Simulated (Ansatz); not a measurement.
The system is W.

```
CELL_PARAMETERS angstrom
-1.58234 1.58234 1.58234
1.58234 -1.58234 1.58234
1.58234 1.58234 -1.58234
ATOMIC_POSITIONS crystal
W 0.00000 0.00000 0.00000
```

Base run:

- Program: Ansatz 0.2.0
- Functional: LDA
- Potentials or basis: Ansatz PAW
- Cutoff: 420 eV (not typed: the program's choice for these potentials)
- k mesh: 12 × 12 × 12
- Occupations: fermi-dirac, width 0.05 eV
- Spin: no spin polarisation
- Hubbard terms: W d U = 5 eV

Its results: band gap on the k mesh none (metal or under the smearing width); pressure -5.4 GPa.

Problem. The run is repeated on the same cell with these changes: hubbard terms from W d U = 5 eV to W d U = 2 eV. What comes out?

Solution. Band gap on the k mesh none (metal or under the smearing width); pressure -8.3 GPa.

Caveats: U without spin polarisation on a metal has little footing; the PAW data sets come from PBE, with cores solved anew for the run's functional, which leaves a small shift of forces and pressure; the U is typed as a test and isn't derived for this compound.
